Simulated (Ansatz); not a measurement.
Write the native input for Ansatz 0.2.0 that does the following.

```
Task                : single point
Functional          : PBE
Potentials or basis : Ansatz PAW
Cutoff              : 420 eV (not typed: the program's choice for these potentials)
k mesh              : 11 × 11 × 6
Occupations         : gaussian, width 0.024 eV
Spin                : collinear spin, ferromagnetic start
Starting moments    : [3.0, 3.0] μB
```

The system is Cr.

```
CELL_PARAMETERS angstrom
2.71400 0.00000 0.00000
-1.35700 2.35039 0.00000
0.00000 0.00000 4.41000
ATOMIC_POSITIONS crystal
Cr 0.66667 0.33333 0.75000
Cr 0.33333 0.66667 0.25000
```

This isn't the form of Cr at room conditions, which is bcc.

The input as run:

input.yaml

```yaml
crystal:
  lattice:
    - [2.714, 0.0, 0.0]
    - [-1.357, 2.3503929459, 0.0]
    - [0.0, 0.0, 4.41]
  atoms:
    - { symbol: Cr, position: [0.6666666667, 0.3333333333, 0.75], spin: 3.0 }
    - { symbol: Cr, position: [0.3333333333, 0.6666666667, 0.25], spin: 3.0 }
hamiltonian:
  xc: pbe
  pseudopotentials: { kind: paw }
magnetization:
  spin_polarized: true
kpoints:
  mp_grid: { grid: [11, 11, 6] }
scf:
  occupations: { method: gaussian, width: 0.024 }
output:
  forces: true
  stress: true
  eigenvalues: true
  write_density: true
  write_potential: true
  elf: true
  volumetric_format: npy
```

Potentials or basis: Ansatz PAW.

The run is started by

```sh
$ ansatz run input.yaml --threads 2 --pin off --max-ram 5632MiB --backend cpu --events-out ev --progress --plain --runs-dir out
```

Results of the run:

| Property | Result |
| --- | --- |
| Pressure | -25.6 GPa |
| Band gap on the k mesh | none (metal or under the smearing width) |
| Net moment | 1.74 μB per cell |
| Absolute moment | 1.74 μB per cell |
| Site moments | Cr +0.80 μB |

Caveat: so large a pressure means that the cell lies far from this level's equilibrium, or that cutoff or potentials fall short.

It took 23 s on 2 threads of Intel(R) Xeon(R) Processor @ 2.50GHz (Skylake/Cascade Lake), on a shared host, peak memory 0.53 GiB.
